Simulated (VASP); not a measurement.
# Cs (Fm-3m) in VASP: a series of runs

The runs below take Cs through single point, with PBE0, PBE.

All numbers are computed with VASP 6.6.1; they aren't measurements. Logs are shortened: lines on timing, memory, paths and dates and some standing lists are left out, and cuts for length are marked.

### 1 Starting point

Symmetry: Fm-3m, No. 225, cubic system. Conventional cell: a = 7.897 Å, b = 7.897 Å, c = 7.897 Å, α = 90.00°, β = 90.00°, γ = 90.00°.

This isn't the form of Cs at room conditions, which is bcc.

### 2 Single point, PBE0

Contents of POSCAR:

```
Cs
1.0
    0.0000000000      3.9483357400      3.9483357400
    3.9483357400      0.0000000000      3.9483357400
    3.9483357400      3.9483357400      0.0000000000
Cs
1
Direct
    0.0000000000      0.0000000000      0.0000000000
```

Contents of INCAR.step1:

```
PREC = Accurate ; ENCUT = 520
EDIFF = 1E-5 ; ISMEAR = 1
SIGMA = 0.1 ; LREAL = False
LASPH = True ; NELM = 100
ALGO = Normal ; ISIF = 2
LWAVE = True ; LCHARG = False
NBANDS = 10 ; GGA = PE
```

Contents of INCAR.step2:

```
PREC = Accurate ; ENCUT = 520
EDIFF = 1E-6 ; ISMEAR = 1
SIGMA = 0.1 ; LREAL = False
LASPH = True ; NELM = 100
ALGO = Normal ; ISIF = 2
LWAVE = False ; LCHARG = False
GGA = PE ; LHFCALC = True
AEXX = 0.25 ; PRECFOCK = Normal
HFRCUT = -1 ; NBANDS = 10
ISTART = 1
```

Contents of KPOINTS:

```
regular mesh
0
Gamma
  3 3 3
```

Potentials or basis: VASP PAW PBE potentials, release 64 (Cs_sv).

Launch:

```sh
$ cat potpaw_PBE.64/Cs_sv/POTCAR > POTCAR
$ cp INCAR.step1 INCAR
$ mpirun -np 1 vasp_std > vasp.out
$ cp INCAR.step2 INCAR
$ mpirun -np 1 vasp_std > vasp.out
```

OUTCAR:

```text
PREC = Accurate
   ENCUT = 520
   EDIFF = 1E-6
   ISMEAR = 1
   LREAL = False
   LASPH = True
   NELM = 100
   ISIF = 2
   GGA = PE
   LHFCALC = True
   AEXX = 0.25
   PRECFOCK = Normal
   ISTART = 1

 ion  position               nearest neighbor table
   1  0.000  0.000  0.000-

  LATTYP: Found a face centered cubic cell.
 ALAT       =     7.8966714800

  Lattice vectors:

 A1 = (   0.0000000000,   3.9483357400,   3.9483357400)
 A2 = (   3.9483357400,   0.0000000000,   3.9483357400)
 A3 = (   3.9483357400,   3.9483357400,   0.0000000000)

Analysis of symmetry for initial positions (statically):
=====================================================================
 Subroutine PRICEL returns:
 Original cell was already a primitive cell.

 Routine SETGRP: Setting up the symmetry group for a
 face centered cubic supercell.

 Subroutine GETGRP returns: Found 48 space group operations
 (whereof 48 operations were pure point group operations)
 out of a pool of 48 trial point group operations.

The static configuration has the point symmetry O_h .

Analysis of symmetry for dynamics (positions and initial velocities):
=====================================================================
 Subroutine PRICEL returns:
 Original cell was already a primitive cell.

 Routine SETGRP: Setting up the symmetry group for a
 face centered cubic supercell.

 Subroutine GETGRP returns: Found 48 space group operations
 (whereof 48 operations were pure point group operations)
 out of a pool of 48 trial point group operations.

The dynamic configuration has the point symmetry O_h .

 Subroutine INISYM returns: Found 48 space group operations
 (whereof 48 operations are pure point group operations),
 and found     1 'primitive' translations

----------------------------------------------------------------------------------------

                                     Primitive cell

  volume of cell :     123.1040

  direct lattice vectors                    reciprocal lattice vectors
     0.000000000  3.948335740  3.948335740    -0.126635634  0.126635634  0.126635634
     3.948335740  0.000000000  3.948335740     0.126635634 -0.126635634  0.126635634
     3.948335740  3.948335740  0.000000000     0.126635634  0.126635634 -0.126635634

  length of vectors
     5.583789952  5.583789952  5.583789952     0.219339352  0.219339352  0.219339352

  position of ions in fractional coordinates (direct lattice)
     0.000000000  0.000000000  0.000000000

  ion indices of the primitive-cell ions
   primitive index   ion index
                 1           1

----------------------------------------------------------------------------------------

 KPOINTS: regular mesh

Automatic generation of k-mesh.
 Grid dimensions read from file:
 generate k-points for:    3    3    3

 Generating k-lattice:

  Cartesian coordinates                     Fractional coordinates (reciprocal lattice)
    -0.042211878  0.042211878  0.042211878     0.333333333  0.000000000  0.000000000
     0.042211878 -0.042211878  0.042211878     0.000000000  0.333333333  0.000000000
     0.042211878  0.042211878 -0.042211878     0.000000000  0.000000000  0.333333333

  Length of vectors
     0.073113117  0.073113117  0.073113117

  Shift w.r.t. Gamma in fractional coordinates (k-lattice)
     0.000000000  0.000000000  0.000000000

 Subroutine IBZKPT returns following result:
 ===========================================

 Found      4 irreducible k-points:

 Following reciprocal coordinates:
            Coordinates               Weight
  0.000000  0.000000  0.000000      1.000000
  0.333333  0.000000  0.000000      8.000000
  0.333333  0.333333  0.000000      6.000000
 -0.333333  0.333333  0.000000     12.000000
   k-points           NKPTS =      4   k-points in BZ     NKDIM =     27   number of bands    NBANDS=     10
   number of dos      NEDOS =    301   number of ions     NIONS =      1
   total plane-waves  NPLWV =  74088
   dimension x,y,z NGX =    42 NGY =   42 NGZ =   42
   dimension x,y,z NGXF=    84 NGYF=   84 NGZF=   84
   ions per type =               1
   NGX,Y,Z   is equivalent  to a cutoff of  12.50, 12.50, 12.50 a.u.
   NGXF,Y,Z  is equivalent  to a cutoff of  25.01, 25.01, 25.01 a.u.
 SYSTEM =  unknown system
   PREC   = accura    normal or accurate (medium, high low for compatibility)
   ISTART =      1    job   : 0-new  1-cont  2-samecut
   ICHARG =      0    charge: 1-file 2-atom 10-const
   ISPIN  =      1    spin polarized calculation?
   LNONCOLLINEAR =      F non collinear calculations
   LSORBIT =      F    spin-orbit coupling
   LASPH  =      T    aspherical Exc in radial PAW
   ENCUT  =  520.0 eV  38.22 Ry    6.18 a.u.  10.38 10.38 10.38*2*pi/ulx,y,z
   NELM   =    100;   NELMIN=  2; NELMDL=  0     # of ELM steps
   EDIFF  = 0.1E-05   stopping-criterion for ELM
   LREAL  =      F    real-space projection
   EDIFFG = 0.1E-04   stopping-criterion for IOM
   NSW    =      0    number of steps for IOM
   IBRION =     -1    ionic relax: 0-MD 1-quasi-New 2-CG
   NFREE  =      0    steps in history (QN), initial steepest desc. (CG)
   ISIF   =      2    stress and relaxation
   ISYM   =      3    0-nonsym 1-usesym 2-fastsym
   POTIM  = 0.5000    time-step for ionic-motion
   TEBEG  =    0.0;   TEEND  =   0.0 temperature during run
   PSTRESS=    0.0 pullay stress
   NELECT =       9.0000    total number of electrons
   NUPDOWN=      -1.0000    fix difference up-down
   EMIN   =  10.00;   EMAX   =-10.00  energy-range for DOS
   EFERMI =   0.00;   METHOD = LEGACY
   ISMEAR =     1;   SIGMA  =   0.10  broadening in eV -4-tet -1-fermi 0-gaus
   EFERMI_NEDOS =   21; number of points for ismear=-14 and -15
   IALGO  =     38    algorithm
   IMIX   =      1    mixing-type and parameters
     AMIX     =   0.40;   BMIX     =  1.00
     AMIX_MAG =   1.60;   BMIX_MAG =  1.00
  volume/ion in A,a.u.               =     123.10       830.75
  Fermi-wavevector in a.u.,A,eV,Ry     =   0.684539  1.293591  6.375605  0.468594
  Thomas-Fermi vector in A             =   1.764221
   LORBIT       =      0    0 simple, 1 ext, 2 COOP (PROOUT), +10 PAW based schemes
   GGA     = PE    functional components
   LHFCALC =     T    Hartree Fock is set to
   PRECFOCK=normal    Normal, Fast or Accurate (Low or Medium for compatibility)
   ENCUT4O =  -1.0   cutoff for four orbital integrals eV
   NKREDX  =     1    reduce k-point grid by
   NKREDY  =     1    reduce k-point grid by
   NKREDZ  =     1    reduce k-point grid by
   AEXX    =    0.2500 exact exchange contribution
   HFSCREEN=    0.0000 screening length (either q_TF or 0.3 A-1)
   HFSCREENC=   0.0000 screening length for correlation (either q_TF or 0.3 A-1)
   ENCUTFOCK=  -1.0 apply spherical cutoff to Coloumb kernel
   IVDW    =     0    specifies the selected vdW correction
   LEPSILON=     F    determine dielectric tensor
   LRPA    =     F    only Hartree local field effects (RPA)
 non-spin polarized calculation
 Methfessel and Paxton  Order N= 1 SIGMA  =   0.10
  energy-cutoff  :      520.00
  volume of cell :      123.10
 maximum number of plane-waves:      3347
 NGX is ok and might be reduce to    42
  NGX = 32; NGY = 32; NGZ = 32

 number of electron       9.0000001 magnetization

 Free energy of the ion-electron system (eV)
  ---------------------------------------------------
  ext. energy  EPLUGINS =         0.00000000
  ---------------------------------------------------
  free energy    TOTEN  =        -1.13284584 eV

  energy without entropy =       -1.12826123  energy(sigma->0) =       -1.13131764

 E-fermi :  -0.2405     XC(G=0):  -4.1841

 val. band max:       -0.2716236023   @ k =   0.3333   0.3333   0.0000
 cond. band min:       1.2392418640   @ k =  -0.3333   0.3333   0.0000
 fundamental gap:      1.5108654663
 Fermi energy:        -0.2404693049

 k-point     1 :       0.0000    0.0000    0.0000
  band No.  band energies     occupation
      1     -26.1373      2.00000
      2     -11.8558      2.00000
      3     -11.8558      2.00000
      4     -11.8558      2.00000
      5      -2.0661      2.00000
      6       3.4451      0.00000
      7       3.4451      0.00000
      8       3.4451      0.00000
      9       4.5831      0.00000
     10       4.5831      0.00000

 k-point     2 :       0.3333    0.0000    0.0000
  band No.  band energies     occupation
      1     -26.1318      2.00000
      2     -11.9423      2.00000
      3     -11.8662      2.00000
      4     -11.8662      2.00000
      5      -0.6890      2.00000
      6       2.0669      0.00000
      7       3.4144      0.00000
      8       3.4144      0.00000
      9       4.7600      0.00000
     10       4.7600      0.00000

 k-point     3 :       0.3333    0.3333    0.0000
  band No.  band energies     occupation
      1     -26.1288      2.00000
      2     -11.9383      2.00000
      3     -11.8861      2.00000
      4     -11.8861      2.00000
      5      -0.2716      1.50000
      6       2.2416      0.00000
      7       2.5921      0.00000
      8       4.1136      0.00000
      9       4.1136      0.00000
     10       5.1600      0.00000

 k-point     4 :      -0.3333    0.3333    0.0000
  band No.  band energies     occupation
      1     -26.1295      2.00000
      2     -11.9342      2.00000
      3     -11.9328      2.00000
      4     -11.8808      2.00000
      5       1.2392     -0.00000
      6       1.7504     -0.00000
      7       2.0461      0.00000
      8       3.8287      0.00000
      9       4.1117      0.00000
     10       4.9359      0.00000

------------------------ aborting loop because EDIFF is reached ----------------------------------------

  FORCE on cell =-STRESS in cart. coord.  units (eV):
  Direction    XX          YY          ZZ          XY          YZ          ZX
  --------------------------------------------------------------------------------------
  -------------------------------------------------------------------------------------
  Total       -0.1109610     -0.1109610     -0.1109610      0.0000000      0.0000000     -0.0000000
  in kB       -1.4441382     -1.4441382     -1.4441382      0.0000000      0.0000000     -0.0000000
  external PRESSURE =      -1.4441382 kB  Pullay stress =       0.0000000 kB

 VOLUME and BASIS-vectors are now :
 -----------------------------------------------------------------------------
  energy-cutoff  :      520.00
  volume of cell :      123.10
      direct lattice vectors                 reciprocal lattice vectors
     0.000000000  3.948335740  3.948335740    -0.126635634  0.126635634  0.126635634
     3.948335740  0.000000000  3.948335740     0.126635634 -0.126635634  0.126635634
     3.948335740  3.948335740  0.000000000     0.126635634  0.126635634 -0.126635634

 POSITION                                       TOTAL-FORCE (eV/Angst)
 -----------------------------------------------------------------------------------
      0.00000      0.00000      0.00000        -0.000000     -0.000000     -0.000000
 -----------------------------------------------------------------------------------
    total drift:                               -0.000000      0.000000      0.000000

  FREE ENERGIE OF THE ION-ELECTRON SYSTEM (eV)
  ---------------------------------------------------
  free  energy   TOTEN  =        -1.1328458374 eV

  energy  without entropy=       -1.1282612345  energy(sigma->0) =       -1.13131764
```

Run time: 39 s. Hardware: 1 thread of Intel Xeon Platinum 8259CL at 2.50GHz (Skylake/Cascade Lake), shared host; peak memory 0.25 GiB.

Results:

- Free energy: -1.1328 eV
- Pressure: -0.1 GPa
- Band gap on the k mesh: none (metal or under the smearing width)

Caveat: the k mesh is coarse (spacing up to 0.46 Å⁻¹), so the values aren't converged, least of all with exact exchange; the PAW data sets were made with another functional, which shifts forces and pressure a little. Spin-orbit coupling is left out, which matters for the levels of Cs.

### 3 Single point, PBE

Contents of INCAR:

```
  ALGO = Fast
  EDIFF = 1E-7
  ENCUT = 520
  GGA = PE
  ISIF = 2
  ISMEAR = -1
  LASPH = T
  LCHARG = F
  LREAL = F
  LWAVE = F
  NBANDS = 10
  NELM = 100
  PREC = Accurate
  SIGMA = 0.05
```

Contents of KPOINTS:

```
k-points
0
Gamma
  4 4 4
```

Contents of POSCAR:

```
Cs
1.0
   -0.0830200000      3.9091570000      3.9483260000
    3.8927700000     -0.0612560000      3.9265620000
    3.9027100000      3.8973340000     -0.0711970000
Cs
1
Direct
    0.0037580000      0.0101000000     -0.0040670000
```

Potentials or basis: VASP PAW PBE potentials, release 64 (Cs_sv).

Launch:

```sh
$ cat potpaw_PBE.64/Cs_sv/POTCAR > POTCAR
$ mpirun -np 1 vasp_std > vasp.out
```

Wall time 40 s (1 thread of Intel Xeon Platinum 8259CL at 2.50GHz (Skylake/Cascade Lake), shared host); peak memory 0.25 GiB.

The run converged. Its results:

| Property | Result |
| --- | --- |
| Free energy | -0.8248 eV |
| Pressure | -0.1 GPa |
| Band gap on the k mesh | none (metal or under the smearing width) |

Levels at points of the mesh, in eV from the Fermi level:
```tsv
k point	band 2	band 3	band 4	band 5	band 6	band 7
(0.00, 0.00, 0.00)	-10.71	-10.70	-10.70	-1.67	2.27	2.31
(0.50, 0.00, 0.00)	-10.81	-10.72	-10.72	-0.10	0.61	2.16
(0.00, 0.50, 0.00)	-10.81	-10.72	-10.72	-0.08	0.63	2.13
(0.50, 0.50, 0.00)	-10.81	-10.74	-10.74	0.24	1.02	1.23
(0.00, 0.00, 0.50)	-10.81	-10.72	-10.72	-0.09	0.62	2.18
(0.50, 0.00, 0.50)	-10.81	-10.75	-10.74	0.26	1.00	1.29
(0.00, 0.50, 0.50)	-10.81	-10.75	-10.74	0.26	1.00	1.28
(0.50, 0.50, 0.50)	-10.82	-10.72	-10.72	-0.03	0.71	2.14
```

Spin-orbit coupling is left out, which matters for the levels of Cs.
